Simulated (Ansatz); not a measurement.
GeO2:
```yaml
crystal:
  lattice:
    - [4.41054, 0.00000, 0.00000]
    - [0.00000, 4.41054, 0.00000]
    - [0.00000, 0.00000, 2.87016]
  atoms:
    - { symbol: Ge, position: [0.50000, 0.50000, 0.50000] }
    - { symbol: Ge, position: [0.00000, 0.00000, 0.00000] }
    - { symbol: O, position: [0.69399, 0.69399, 0.00000] }
    - { symbol: O, position: [0.30601, 0.30601, 0.00000] }
    - { symbol: O, position: [0.80601, 0.19399, 0.50000] }
    - { symbol: O, position: [0.19399, 0.80601, 0.50000] }
```

The program Ansatz at the r²SCAN level (PAW) gives a gap of 2.51 eV without spin–orbit coupling, maximum at Γ, minimum at Γ.

Problem. What happens when spin–orbit coupling is switched on?

Solution. The gap increases by 0.01 eV, to 2.52 eV; maximum at Γ, minimum at Γ.

Problem. Give the electron effective mass with spin–orbit coupling.

Solution. 0.23, 0.28, 0.28 mₑ (principal values).

Problem. Give the hole effective mass with spin–orbit coupling.

Solution. 1.1, 1.1, 1.7 mₑ (principal values).

Space group P4_2/mnm (rutile). The r²SCAN relaxation kept the symmetry of its start; of distortions, only those at the zone centre were tested.

Potentials: the later of the program's two PAW sets.
